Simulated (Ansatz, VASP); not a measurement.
## BN in VASP and in Ansatz

```
CELL_PARAMETERS angstrom
2.47015 0.00000 0.00000
-1.23507 2.13921 0.00000
0.00000 0.00000 6.57117
ATOMIC_POSITIONS crystal
B 0.33333 0.66667 0.25000
B 0.66667 0.33333 0.75000
N 0.33333 0.66667 0.75000
N 0.66667 0.33333 0.25000
```

Change from the starting cell: volume scaled by 0.96, crystal datasets.

Alike in both runs: task electric field gradients; functional PBEsol; k mesh 11 × 11 × 4; occupations fermi-dirac, width 0.03 eV; no spin polarisation.

|  | VASP | Ansatz |
| --- | --- | --- |
| version | VASP 6.6.1 | Ansatz 0.2.0 |
| potentials or method | VASP PAW PBE potentials, release 64 (B, N), cutoff 520 eV | all-electron PAW with datasets made for the crystal, scalar-relativistic |

VASP gave:

| Quantity | Value |
| --- | --- |
| gap on the k mesh at the Fermi level (eV) | 4.28 |
| pressure (GPa) | 11.4 |
| largest component of the traceless stress (GPa) | 10.34 |
| Vzz of the field gradient on the site that differs most (V/Å²) | 35.6 |

Question: Estimate Ansatz's values.

Answer: gap on the k mesh at the Fermi level (eV): 4.28; pressure (GPa): 11.1; largest component of the traceless stress (GPa): 9.82; Vzz of the field gradient on the site that differs most (V/Å²): 29.3.

Ansatz ran all-electron here, so the differences hold the error of VASP's frozen core and of both bases.

Caveats: the PAW data sets were made with another functional, which shifts forces and pressure a little (VASP); an odd mesh through Γ misses points on the zone boundary, where band edges often lie; this functional lacks dispersion, which binds the layers, so the pressure and a relaxed spacing across them are unreliable.
